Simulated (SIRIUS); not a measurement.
# ZrB2 (P6/mmm) in SIRIUS: further runs

The runs below take ZrB2 through band structure, with PBE.

All numbers are computed with SIRIUS 7.12.0; they aren't measurements. Logs are shortened: lines on timing, memory, paths and dates and some standing lists are left out, and cuts for length are marked. The log counts tension as positive stress, the text compression.

## (1) Starting point

Symmetry: P6/mmm, No. 191, hexagonal system. Conventional cell: a = 3.170 Å, b = 3.170 Å, c = 3.533 Å, α = 90.00°, β = 90.00°, γ = 120.00°. Around Zr (site symmetry 6/mmm) lie 12 B at 2.54 Å. Around B (site symmetry -6m2) lie 3 B at 1.83 Å.

## (2) Band structure, PBE

Input file sirius.json:

```json
{
  "control": {
    "processing_unit": "cpu",
    "std_evp_solver_name": "lapack",
    "gen_evp_solver_name": "lapack",
    "verbosity": 2,
    "print_forces": true,
    "ortho_rf": true,
    "use_second_variation": true,
    "rmt_max": 3.0,
    "num_bands_to_print": 24,
    "save_wf": true
  },
  "parameters": {
    "electronic_structure_method": "full_potential_lapwlo",
    "xc_functionals": ["XC_GGA_X_PBE", "XC_GGA_C_PBE"],
    "core_relativity": "none",
    "valence_relativity": "none",
    "num_fv_states": 24,
    "smearing": "fermi_dirac",
    "smearing_width": 0.0018374661,
    "pw_cutoff": 20,
    "gk_cutoff": 3.82,
    "lmax_apw": 11,
    "lmax_rho": 8,
    "lmax_pot": 8,
    "num_mag_dims": 0,
    "auto_rmt": 0,
    "ngridk": [10, 10, 8],
    "shiftk": [0, 0, 0],
    "num_dft_iter": 80,
    "energy_tol": 1e-07,
    "density_tol": 1e-05,
    "use_symmetry": true
  },
  "settings": {"tol_ne": 1e-10},
  "iterative_solver": {"type": "exact"},
  "mixer": {"type": "anderson", "beta": 0.5, "max_history": 8},
  "unit_cell": {
    "lattice_vectors": [[5.9904318151, 0.0, 0.0], [-2.9952159075, 5.1878661315, 0.0], [0.0, 0.0, 6.6764023983]],
    "atom_types": ["B", "Zr"],
    "atom_files": {"B": "B.json", "Zr": "Zr.json"},
    "atoms": {"B": [[0.6666666667, 0.3333333333, 0.5], [0.3333333333, 0.6666666667, 0.5]], "Zr": [[0.0, 0.0, 0.0]]}
  }
}
```

Input file B.json:

```json
{
  "name": "boron",
  "symbol": "B",
  "number": 5,
  "mass": 10.811,
  "rmin": 1e-06,
  "rmt": 1.7,
  "nrmt": 800,
  "rinf": 17.81,
  "core": "1s",
  "valence": [
    {"basis": [{"enu": 0.23, "dme": 0, "n": 0, "auto": 0}, {"enu": 0.23, "dme": 1, "n": 0, "auto": 0}]},
    {"l": 0, "n": 1, "basis": [{"enu": 0.2759, "dme": 0, "n": 0, "auto": 0}]},
    {"l": 1, "n": 2, "basis": [{"enu": 0.33, "dme": 0, "n": 0, "auto": 0}]},
    {"l": 2, "n": 3, "basis": [{"enu": 0.33, "dme": 0, "n": 0, "auto": 0}]},
    {"l": 3, "n": 4, "basis": [{"enu": 0.33, "dme": 0, "n": 0, "auto": 0}]}
  ],
  "lo": [
    {
      "l": 0,
      "basis": [{"enu": 0.2759, "dme": 0, "n": 0, "auto": 0}, {"enu": 0.2759, "dme": 1, "n": 0, "auto": 0}]
    },
    {
      "l": 0,
      "basis": [{"enu": 0.2759, "dme": 1, "n": 0, "auto": 0}, {"enu": 0.2759, "dme": 2, "n": 0, "auto": 0}]
    },
    {
      "l": 0,
      "basis": [{"enu": 0.2759, "dme": 0, "n": 0, "auto": 0}, {"enu": 4.4281, "dme": 0, "n": 0, "auto": 0}]
    },
    {"l": 1, "basis": [{"enu": 0.33, "dme": 0, "n": 0, "auto": 0}, {"enu": 0.33, "dme": 1, "n": 0, "auto": 0}]},
    {"l": 1, "basis": [{"enu": 0.33, "dme": 1, "n": 0, "auto": 0}, {"enu": 0.33, "dme": 2, "n": 0, "auto": 0}]},
    {"l": 1, "basis": [{"enu": 0.33, "dme": 0, "n": 0, "auto": 0}, {"enu": 5.1051, "dme": 0, "n": 0, "auto": 0}]},
    {"l": 2, "basis": [{"enu": 0.33, "dme": 0, "n": 0, "auto": 0}, {"enu": 0.33, "dme": 1, "n": 0, "auto": 0}]},
    {"l": 2, "basis": [{"enu": 0.33, "dme": 1, "n": 0, "auto": 0}, {"enu": 0.33, "dme": 2, "n": 0, "auto": 0}]},
    {"l": 2, "basis": [{"enu": 0.33, "dme": 0, "n": 0, "auto": 0}, {"enu": 5.7279, "dme": 0, "n": 0, "auto": 0}]},
    {"l": 3, "basis": [{"enu": 0.33, "dme": 0, "n": 0, "auto": 0}, {"enu": 0.33, "dme": 1, "n": 0, "auto": 0}]}
  ],
  "free_atom": [... radial grid and density of the free atom, the start of the SCF ...]
}
```

Input file Zr.json:

```json
{
  "name": "zirconium",
  "symbol": "Zr",
  "number": 40,
  "mass": 91.224,
  "rmin": 1e-06,
  "rmt": 2.48,
  "nrmt": 800,
  "rinf": 17.42,
  "core": "1s2s2p3s3p",
  "valence": [
    {"basis": [{"enu": 0.23, "dme": 0, "n": 0, "auto": 0}, {"enu": 0.23, "dme": 1, "n": 0, "auto": 0}]},
    {"l": 0, "n": 1, "basis": [{"enu": 0.33, "dme": 0, "n": 0, "auto": 0}]},
    {"l": 1, "n": 2, "basis": [{"enu": 0.33, "dme": 0, "n": 0, "auto": 0}]},
    {"l": 2, "n": 3, "basis": [{"enu": 0.33, "dme": 0, "n": 0, "auto": 0}]},
    {"l": 3, "n": 4, "basis": [{"enu": 0.33, "dme": 0, "n": 0, "auto": 0}]}
  ],
  "lo": [
    {"l": 0, "basis": [{"enu": 0.33, "dme": 0, "n": 0, "auto": 0}, {"enu": 0.33, "dme": 1, "n": 0, "auto": 0}]},
    {
      "l": 0,
      "basis": [{"enu": -1.5312, "dme": 0, "n": 4, "auto": 1}, {"enu": -1.5312, "dme": 1, "n": 4, "auto": 1}]
    },
    {
      "l": 0,
      "basis": [{"enu": -1.5312, "dme": 1, "n": 4, "auto": 1}, {"enu": 0.33, "dme": 0, "n": 0, "auto": 0}]
    },
    {"l": 0, "basis": [{"enu": 0.33, "dme": 0, "n": 0, "auto": 0}, {"enu": 2.9315, "dme": 0, "n": 0, "auto": 0}]},
    {"l": 1, "basis": [{"enu": 0.33, "dme": 0, "n": 0, "auto": 0}, {"enu": 0.33, "dme": 1, "n": 0, "auto": 0}]},
    {
      "l": 1,
      "basis": [{"enu": -0.7259, "dme": 0, "n": 4, "auto": 1}, {"enu": -0.7259, "dme": 1, "n": 4, "auto": 1}]
    },
    {
      "l": 1,
      "basis": [{"enu": -0.7259, "dme": 1, "n": 4, "auto": 1}, {"enu": 0.33, "dme": 0, "n": 0, "auto": 0}]
    },
    {"l": 1, "basis": [{"enu": 0.33, "dme": 0, "n": 0, "auto": 0}, {"enu": 3.3217, "dme": 0, "n": 0, "auto": 0}]},
    {"l": 2, "basis": [{"enu": 0.33, "dme": 0, "n": 0, "auto": 0}, {"enu": 0.33, "dme": 1, "n": 0, "auto": 0}]},
    {"l": 2, "basis": [{"enu": 0.33, "dme": 1, "n": 0, "auto": 0}, {"enu": 0.33, "dme": 2, "n": 0, "auto": 0}]},
    {
      "l": 2,
      "basis": [{"enu": -5.9626, "dme": 0, "n": 3, "auto": 1}, {"enu": -5.9626, "dme": 1, "n": 3, "auto": 1}]
    },
    {"l": 2, "basis": [{"enu": 0.33, "dme": 0, "n": 0, "auto": 0}, {"enu": 2.8664, "dme": 0, "n": 0, "auto": 0}]},
    {"l": 3, "basis": [{"enu": 0.33, "dme": 0, "n": 0, "auto": 0}, {"enu": 0.33, "dme": 1, "n": 0, "auto": 0}]},
    {"l": 3, "basis": [{"enu": 0.33, "dme": 0, "n": 0, "auto": 0}, {"enu": 3.1591, "dme": 0, "n": 0, "auto": 0}]}
  ],
  "free_atom": [... radial grid and density of the free atom, the start of the SCF ...]
}
```

Input file sirius_start.json:

```json
{
  "control": {
    "processing_unit": "cpu",
    "std_evp_solver_name": "lapack",
    "gen_evp_solver_name": "lapack",
    "verbosity": 1,
    "print_forces": false,
    "ortho_rf": true,
    "use_second_variation": true,
    "rmt_max": 3.0,
    "num_bands_to_print": 24,
    "save_wf": false
  },
  "parameters": {
    "electronic_structure_method": "full_potential_lapwlo",
    "xc_functionals": ["XC_LDA_X", "XC_LDA_C_PW"],
    "core_relativity": "none",
    "valence_relativity": "none",
    "num_fv_states": 24,
    "smearing": "fermi_dirac",
    "smearing_width": 0.0055123983,
    "pw_cutoff": 20,
    "gk_cutoff": 3.06,
    "lmax_apw": 11,
    "lmax_rho": 8,
    "lmax_pot": 8,
    "num_mag_dims": 0,
    "auto_rmt": 0,
    "ngridk": [4, 4, 3],
    "shiftk": [0, 0, 0],
    "num_dft_iter": 30,
    "energy_tol": 0.01,
    "density_tol": 0.05,
    "use_symmetry": true
  },
  "settings": {"tol_ne": 1e-10},
  "iterative_solver": {"type": "exact"},
  "mixer": {"type": "anderson", "beta": 0.5, "max_history": 8},
  "unit_cell": {
    "lattice_vectors": [[5.9904318151, 0.0, 0.0], [-2.9952159075, 5.1878661315, 0.0], [0.0, 0.0, 6.6764023983]],
    "atom_types": ["B", "Zr"],
    "atom_files": {"B": "B.json", "Zr": "Zr.json"},
    "atoms": {"B": [[0.6666666667, 0.3333333333, 0.5], [0.3333333333, 0.6666666667, 0.5]], "Zr": [[0.0, 0.0, 0.0]]}
  }
}
```

Input file sirius_bands.json:

```json
{
  "control": {
    "processing_unit": "cpu",
    "std_evp_solver_name": "lapack",
    "gen_evp_solver_name": "lapack",
    "verbosity": 2,
    "print_forces": true,
    "ortho_rf": true,
    "use_second_variation": true,
    "rmt_max": 3.0,
    "num_bands_to_print": 24,
    "save_wf": true
  },
  "parameters": {
    "electronic_structure_method": "full_potential_lapwlo",
    "xc_functionals": ["XC_GGA_X_PBE", "XC_GGA_C_PBE"],
    "core_relativity": "none",
    "valence_relativity": "none",
    "num_fv_states": 24,
    "smearing": "fermi_dirac",
    "smearing_width": 0.0018374661,
    "pw_cutoff": 20,
    "gk_cutoff": 3.82,
    "lmax_apw": 11,
    "lmax_rho": 8,
    "lmax_pot": 8,
    "num_mag_dims": 0,
    "auto_rmt": 0,
    "ngridk": [10, 10, 8],
    "shiftk": [0, 0, 0],
    "num_dft_iter": 80,
    "energy_tol": 1e-07,
    "density_tol": 1e-05,
    "use_symmetry": true
  },
  "settings": {"tol_ne": 1e-10},
  "iterative_solver": {"type": "exact"},
  "mixer": {"type": "anderson", "beta": 0.5, "max_history": 8},
  "unit_cell": {
    "lattice_vectors": [[5.9904318151, 0.0, 0.0], [-2.9952159075, 5.1878661315, 0.0], [0.0, 0.0, 6.6764023983]],
    "atom_types": ["B", "Zr"],
    "atom_files": {"B": "B.json", "Zr": "Zr.json"},
    "atoms": {"B": [[0.6666666667, 0.3333333333, 0.5], [0.3333333333, 0.6666666667, 0.5]], "Zr": [[0.0, 0.0, 0.0]]}
  },
  "kpoints_rel": {
    "G": [0.0, 0.0, 0.0],
    "A": [0.0, 0.0, 0.5],
    "H": [0.3333333333, 0.3333333333, 0.5],
    "K": [0.3333333333, 0.3333333333, 0.0],
    "L": [0.5, 0.0, 0.5],
    "M": [0.5, 0.0, 0.0]
  },
  "kpoints_path": ["G", "M", "K", "G", "A", "L", "H", "A"]
}
```

Potentials or basis: all-electron FP-LAPW (no relativity for the valence, core without relativity), apw+lo standard.

Command:

```
$ OMP_NUM_THREADS=1 sirius.scf --input=sirius_start.json --output=start.json
$ OMP_NUM_THREADS=1 sirius.scf --input=sirius.json --output=output.json --task=1
$ OMP_NUM_THREADS=1 sirius.scf --input=sirius_bands.json --output=bands_out.json --task=2
```

The log of the run:

```text
[info] SIRIUS version : 7.12.0
[info] number of MPI ranks           : 1
[info] MPI grid                      : 1 1
[info] maximum number of OMP threads : 1
[fft] FFT context for density and potential
[fft] =====================================
[fft]   plane wave cutoff                     : 20
[fft]   grid size                             : 45 45 45   total : 91125
[fft]   grid limits                           : -22 22   -22 22   -22 22
[fft]   number of G-vectors within the cutoff : 27985
[fft]   number of G-shells                    : 1441
[fft] FFT context for coarse grid
[fft] =====================================
[fft]   plane wave cutoff                     : 7.64
[fft]   grid size                             : 18 18 20   total : 6480
[fft]   grid limits                           : -8 9   -8 9   -9 10
[fft]   number of G-vectors within the cutoff : 1571
[fft]   number of G-shells                    : 110
[unit cell] lattice vectors
[unit cell]   a1 :       5.9904318151      0.0000000000      0.0000000000
[unit cell]   a2 :      -2.9952159075      5.1878661315      0.0000000000
[unit cell]   a3 :       0.0000000000      0.0000000000      6.6764023983
[unit cell] reciprocal lattice vectors
[unit cell]   b1 :       1.0488701818      0.6055654818     -0.0000000000
[unit cell]   b2 :       0.0000000000      1.2111309637      0.0000000000
[unit cell]   b3 :       0.0000000000     -0.0000000000      0.9411034465
[unit cell] unit cell volume :       207.48628495 [a.u.^3]
[unit cell] 1/sqrt(omega)    :         0.06942331
[unit cell] MT volume        :       105.05063604 (50.63%)
[unit cell] IT volume        :       102.43564891 (49.37%)
[unit cell] number of atom types : 2
[unit cell] type id : 0 symbol :  B mt_radius :   1.700000 num_atoms : 2
[unit cell] type id : 1 symbol : Zr mt_radius :   2.480000 num_atoms : 1
[unit cell] total number of atoms : 3
[unit cell] number of symmetry classes : 2
[unit cell] atom id  type id  class id             position                      vector_field
[unit cell] ------------------------------------------------------------------------------------------
[unit cell]      0        0        0      0.66667   0.33333   0.50000      0.00000   0.00000   0.00000
[unit cell]      1        0        0      0.33333   0.66667   0.50000      0.00000   0.00000   0.00000
[unit cell]      2        1        1      0.00000   0.00000   0.00000      0.00000   0.00000   0.00000
[unit cell] atom id         position (Cartesian, a.u.)
[... 438 lines left out ...]
[find] band gap (eV)                  :       0.00000000
[find] Efermi                         :       0.42316018
[find] iteration : 7, RMS (target) : 1.7478e-06 (1.0000e-05) , energy difference (target) : 3.1387e-09 (1.0000e-07)
[find] converged after 8 SCF iterations!
Warning in function "check_num_electrons" at src/density/density.cpp:1179
wrong number of electrons
  obtained value : 49.9997
  target value : 50
  difference : 0.000278664
  total core leakage : 0.000277284
    atom class : 0, core leakage : 0.000138599
    atom class : 1, core leakage : 8.57233e-08
[find] Charges and magnetic moments
[find] --------------------------------------------------------------------------------
[find] atom      charge    core leakage
[find] --------------------------------------------------------------------------------
[find]    0    3.798636    1.385993e-04
[find]    1    3.798636    1.385993e-04
[find]    2   37.896651    8.572332e-08
[find] total core leakage    : 2.77284242e-04
[find] interstitial charge   : 4.505799
[find] total charge          : 49.999721
[find] Energy
[find] --------------------------------------------------------------------------------
[find] valence_eval_sum               :     -62.03754234
[find] core_eval_sum                  :   -2044.77310265
[find] kinetic energy                 :    3588.48352932
[find] enuc                           :   -4289.32317642
[find] <rho|V^{XC}>                   :    -156.92250881
[find] <rho|E^{XC}>                   :    -120.50003879
[find] <mag|B^{XC}>                   :       0.00000000
[find] <rho|V^{H}>                    :   -5538.37166542
[find] smearing (-TS)                 :      -0.00011361
[find] SCF correction                 :       0.00000599
[find] Total energy                   :   -3590.52551261 (Ha),   -7181.05102522 (Ry)
[find] Free energy (E-TS)             :   -3590.52562622 (Ha),   -7181.05125244 (Ry)
[find] band gap (eV)                  :       0.00000000
[find] Efermi                         :       0.42316018
[ground_state]
[ground_state] ==== total Forces in Ha/bohr =====
[ground_state] atom:    0, force:       0.0000000      0.0000000      0.0000000
[ground_state] atom:    1, force:      -0.0000000     -0.0000000     -0.0000000
[ground_state] atom:    2, force:       0.0000000      0.0000000      0.0000000
[ground_state] ==== contribution from density =====
[ground_state] atom:    0, force:       0.0000000      0.0000000      0.0000000
[ground_state] atom:    1, force:      -0.0000000      0.0000000     -0.0000000
[ground_state] atom:    2, force:       0.0000000      0.0000000      0.0000000
[ground_state] ==== contribution from Hartree potential =====
[ground_state] atom:    0, force:       0.0000000      0.0000000      0.0000000
[ground_state] atom:    1, force:      -0.0000000     -0.0000000      0.0000000
[ground_state] atom:    2, force:       0.0000000      0.0000000      0.0000000
[ground_state] ==== contribution from IBS =====
[ground_state] atom:    0, force:       0.0000000      0.0000000      0.0000000
[ground_state] atom:    1, force:       0.0000000      0.0000000     -0.0000000
[ground_state] atom:    2, force:       0.0000000      0.0000000      0.0000000
```

Wall time 94 s (1 thread of Arm Neoverse V2, shared host); peak memory 0.6 GiB.

What came out:

* Free energy: -97703.1796 eV
* Band gap along the path: none (metal or under the smearing width)
* All electrons inside the program's atomic spheres: Zr 37.90; B 3.80 (radii B 1.7, Zr 2.48 bohr)

Levels at the corners of the path, in eV from the Fermi level:
| point | band 12 | band 13 | band 14 | band 15 | band 16 | band 17 |
| --- | --- | --- | --- | --- | --- | --- |
| Γ | -2.50 | -2.40 | -2.09 | 3.34 | 3.34 | 4.19 |
| M | -3.77 | -2.85 | -2.59 | 2.28 | 2.44 | 4.84 |
| K | -6.61 | -2.34 | -2.34 | 1.62 | 1.62 | 3.18 |
| Γ | -2.50 | -2.40 | -2.09 | 3.34 | 3.34 | 4.19 |
| A | -0.79 | -0.79 | 0.39 | 0.39 | 0.79 | 0.79 |
| L | -4.46 | -3.92 | -1.70 | 3.74 | 4.31 | 5.18 |
| H | -4.68 | -2.46 | -2.46 | 4.03 | 5.97 | 5.97 |
| A | -0.79 | -0.79 | 0.39 | 0.39 | 0.79 | 0.79 |

Caveat: relativity is left out for the valence states, which matters for the heavier elements; relativity is left out for the core states.

[end of part 1 of 2]
